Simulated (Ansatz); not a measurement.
The system is NaCl.

```xyz
2
Lattice="0.0000 2.7941 2.7941 2.7941 0.0000 2.7941 2.7941 2.7941 0.0000" Properties=species:S:1:pos:R:3 pbc="T T T"
Cl    2.7941    2.7941    2.7941
Na    0.0000    0.0000    0.0000
```

The cell is a database's computed one.

| Item | Value |
| --- | --- |
| Program | Ansatz 0.2.0 |
| Task | relaxation of cell and atoms |
| Functional | BLYP |
| Potentials or basis | all-electron LAPW, scalar-relativistic |
| Basis error allowed | 0.001 eV/atom |
| k mesh | 8 × 8 × 8 |
| Occupations | fermi-dirac, width 0.05 eV |
| Spin | no spin polarisation |

At the start: volume 21.81 Å³/atom.

Task: Where does the relaxation end?

Result: Over 5 steps the energy falls by 15.0 meV/atom and the volume is 23.91 Å³/atom (+9.6 %); space group Fm-3m (No. 225, to 0.05 Å).

The path:
```tsv
step	energy change (eV)	largest force (eV/Å)	volume (Å³)
1	0.0000	0.0000	43.63
2	-0.0268	0.0000	46.38
3	-0.0299	0.0000	47.60
4	-0.0299	0.0000	47.81
5	-0.0299	0.0000	47.81
```

Final structure:
```
Cl Na
1.0
     0.00000    2.88071    2.88071
     2.88071    0.00000    2.88071
     2.88071    2.88071    0.00000
Cl Na
1 1
Direct
  0.50000 0.50000 0.50000
  0.00000 0.00000 0.00000
```
